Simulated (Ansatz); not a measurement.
## Ga in Ansatz: the effect of functional

Crystal: Ga.

```
Ga
1.0
     1.35477   -3.94430    0.00000
     1.35477    3.94430    0.00000
    -0.11505    0.00000    3.26195
Ga
2
Direct
  0.13100 0.86900 0.75000
  0.86900 0.13100 0.25000
```

This isn't the form of Ga at room conditions, which is orthorhombic.

The cell isn't the ideal one: volume scaled by 0.94.

Alike in all runs:

```yaml
Program: Ansatz 0.2.0
Task: single point
Potentials_or_basis: Ansatz PAW
k_mesh: 10 × 10 × 8
Occupations: fermi-dirac, width 0.05 eV
Spin: no spin polarisation
```

Task: One run gave: pressure 1.9 GPa; largest force 0.22 eV/Å. Which functional did it use?
A. PBEsol
B. LDA
C. r2SCAN

Result: A.

```csv
functional,cutoff,pressure (GPa),largest force (eV/Å)
LDA,420 eV (not typed: the program's choice for these potentials),-0.6,0.21
PBEsol,420 eV (not typed: the program's choice for these potentials),1.9,0.22
r2SCAN,500 eV (not typed: the program's choice for these potentials),2.7,0.24
```

Caveats: the PAW data sets come from PBE, with cores solved anew for the run's functional, which leaves a small shift of forces and pressure.
